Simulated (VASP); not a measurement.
A run of VASP 6.6.1 is set up as follows.

Contents of INCAR:

```
PREC = Accurate
ENCUT = 600
EDIFF = 1E-7
ISMEAR = 0
SIGMA = 0.1
LREAL = F
LASPH = T
NELM = 100
ALGO = Fast
ISIF = 3
LWAVE = F
LCHARG = F
GGA = PE
IBRION = 2
NSW = 90
EDIFFG = -0.04
```

KPOINTS

```
Automatic mesh
0
Gamma
  8 8 6
```

File POSCAR:

```
C4N
1.0
    2.0205194000     -1.4293752500      0.0000000000
    2.0205194000      1.4293752500      0.0000000000
   -1.0496829900      0.0000000000      3.0734811200
C N
4 1
Direct
    0.1575000000      0.1575000000      0.6550000000
    0.8425000000      0.8425000000      0.3450000000
    0.6637000000      0.6637000000      0.6749999800
    0.3363000000      0.3363000000      0.3250000200
    0.5000000000      0.5000000000      0.0000000000
```

Potentials or basis: VASP PAW PBE potentials, release 64 (C, N).

Launch:

```bash
$ cat potpaw_PBE.64/C/POTCAR potpaw_PBE.64/N/POTCAR > POTCAR
$ mpirun -np 1 vasp_std > vasp.out
```

Task: What does it give for the space group after relaxing (to 0.05 Å)?

Result: C2/m (No. 12).

Task: Predict the relaxed volume.

Result: 6.58 Å³/atom.

Task: Estimate the band gap on the k mesh.

Result: None (metal or under the smearing width).

Task: What does it give for the relaxed cell?

Result: a = 3.241 Å, b = 3.241 Å, c = 4.937 Å, α = 116.99°, β = 116.99°, γ = 46.86°.

Final structure:
```
CELL_PARAMETERS angstrom
2.95632 -1.28875 -0.32158
2.95632 1.28875 -0.32158
-1.96347 0.00000 4.52980
ATOMIC_POSITIONS crystal
C 0.29769 0.29769 0.71612
C 0.70231 0.70231 0.28388
C 0.63818 0.63818 0.56580
C 0.36182 0.36182 0.43420
N 0.50000 0.50000 0.00000
```

Caveat: the volume moved by over 15 % at a fixed basis, so the end points are rough.
